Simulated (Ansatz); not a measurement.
Ag: a prediction, then the measurements

The calculation used DFT PBE, scalar-relativistic, plane waves, PAW in Ansatz 0.2.0.

Cutoff 420 eV; k points 22×22×22 on the computed 1-atom cell (Γ-centred); Gaussian smearing, width 0.10 eV; no spin polarisation.

Relaxed structure:

```yaml
crystal:
  lattice:
    - [0.00000, 2.07380, 2.07380]
    - [2.07380, 0.00000, 2.07380]
    - [2.07380, 2.07380, 0.00000]
  atoms:
    - { symbol: Ag, position: [0.50000, 0.50000, 0.50000] }
```

| Quantity | Value |
| --- | --- |
| Space group | Fm-3m (No. 225) |
| Volume per atom | 120.4 bohr³ |
| Energy over the standard state (uncorrected) | -0.005 eV/atom |
| Kohn–Sham band gap | none (metal) |
| Density of states at the Fermi level | 0.3 states/eV per cell |
| Bader charge by site (e) | Ag (1 in the cell) 0.00 |

**Against measurements.**

Against the measured lattice constant a of Ag, 4.086 Å (300 K; a printed reference work (data compilation)), the calculated 4.148 Å is off by +1.5 %. The calculation is for 0 K without zero-point motion.

The cell was reached from a generator's guess, though it ends in a space group that the Crystallography Open Database lists for this formula.
